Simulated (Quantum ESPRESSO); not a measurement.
Runs of Quantum ESPRESSO 7.5 on CaSe. Symmetry: Fm-3m, No. 225, cubic system. The conventional cell has a = 5.912 Å, b = 5.912 Å, c = 5.912 Å, α = 90.00°, β = 90.00°, γ = 90.00°. Se (site symmetry m-3m) has 6 Ca at 2.96 Å as nearest neighbours. Ca (site symmetry m-3m) is surrounded by 6 Se at 2.96 Å. 

```tsv
level	potentials or basis	form of the LDA correlation	pressure (GPa)
WC	PseudoDojo 0.4.1 SR PBE standard	-	-1.2
LDA	PseudoDojo 0.4.1 SR LDA standard	PW92	-3.2
BLYP	PseudoDojo 0.4.1 SR PBE standard	-	3.1
PBEsol	PseudoDojo 0.4.1 SR PBEsol standard	-	(a)
```

Alike in all rows: task dielectric tensor; no spin polarisation; cell as given; k mesh 6 × 6 × 6, shifted; cutoff (eV) 1170; smearing fermi-dirac 0.05 eV.

Task: Fill in the values left out.

Result: (a) -1.1.

Caveats: the potentials were made for another functional, which shifts forces and pressure (some runs); the cell is more than 3 GPa from zero pressure, which shifts response properties (some runs).

Runs at the PBE level aren't shown here.
